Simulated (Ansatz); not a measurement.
# SnO2: the cost of one run

Computed with Ansatz 0.2.0 (DFT PBEsol, scalar-relativistic, plane waves, PAW, unless a step's input says otherwise).

18 further runs of the same task are left out: 18 set aside as unsound or not needed. Runs told in other sessions of the task aren't counted.

## Step 1: The starting structure

It takes space group R3m (No. 160, trigonal). Conventional cell: a = 6.503 Å, b = 6.503 Å, c = 13.361 Å, α = 90.00°, β = 90.00°, γ = 120.00°. Around Sn (site symmetry 3m) lie 6 O at 2.12 to 2.13 Å. Sn (site symmetry m) is surrounded by 6 O at 2.12 to 2.13 Å. O (site symmetry m) is surrounded by 3 Sn at 2.12 to 2.13 Å. O (site symmetry 3m) is surrounded by 3 Sn at 2.13 Å. Around O (site symmetry 3m) lie 3 Sn at 2.12 Å.

Coordinates:

```
Sn O
1.0
     3.25147    1.87724    4.45375
    -3.25147    1.87724    4.45375
     0.00000   -3.75447    4.45375
Sn O
4 8
Direct
  0.86118 0.86118 0.86118
  0.36596 0.36596 0.86608
  0.36596 0.86608 0.36596
  0.86608 0.36596 0.36596
  0.12599 0.62103 0.62103
  0.62103 0.12599 0.62103
  0.62103 0.62103 0.12599
  0.60805 0.60805 0.60805
  0.12486 0.12486 0.12486
  0.10411 0.10411 0.60907
  0.10411 0.60907 0.10411
  0.60907 0.10411 0.10411
```

The structure comes from the Materials Project (structure only).

## Step 5: Setting up the map

The energy is mapped over volume and the cell's shape.

First coordinate, volume per atom: 7 values from 11.56 to 14.71 Å³. Second coordinate, c/a of the conventional cell: 7 values from 1.719 to 2.474.

Nothing else is relaxed (fractional coordinates fixed). Energies count from the relaxed crystal. Points are written as (first, second).

(The set-up runs are not shown.)

## Step 6: Point (11.56 Å³, 1.941)

input.yaml

```yaml
crystal:
  lattice:
    - [3.1396154523, 1.8126578266, 4.062871703]
    - [-3.1396154523, 1.8126578266, 4.062871703]
    - [0.0, -3.625315653, 4.062871703]
  atoms:
    - { symbol: Sn, position: [0.8646807174, 0.8646807174, 0.8646807174] }
    - { symbol: Sn, position: [0.3648245829, 0.3648245829, 0.8648190111] }
    - { symbol: Sn, position: [0.3648245829, 0.8648190111, 0.3648245829] }
    - { symbol: Sn, position: [0.8648190111, 0.3648245829, 0.3648245829] }
    - { symbol: O, position: [0.1235003534, 0.6233501671, 0.6233501671] }
    - { symbol: O, position: [0.6233501671, 0.1235003534, 0.6233501671] }
    - { symbol: O, position: [0.6233501671, 0.6233501671, 0.1235003534] }
    - { symbol: O, position: [0.6062113146, 0.6062113146, 0.6062113146] }
    - { symbol: O, position: [0.1234715296, 0.1234715296, 0.1234715296] }
    - { symbol: O, position: [0.1060883083, 0.1060883083, 0.6062369573] }
    - { symbol: O, position: [0.1060883083, 0.6062369573, 0.1060883083] }
    - { symbol: O, position: [0.6062369573, 0.1060883083, 0.1060883083] }
basis:
  ecutwfc: 520.0
kpoints:
  mp_grid: { grid: [6, 6, 6] }
hamiltonian:
  xc: pbesol
  pseudopotentials: { kind: paw, azcp: { folder: soft_1 } }
scf:
  occupations: { method: gaussian, width: 0.05 }
output:
  forces: true
  stress: true
  eigenvalues: true
```

Started as:

```bash
ansatz run input.yaml --threads 2 --pin off --max-ram 4096MiB --backend cpu --events-out ev --progress --plain --runs-dir out
```

What time and memory should one allow on 2 threads of Arm Neoverse N1, shared host?

About 31 s, with a peak of 0.58 GiB.
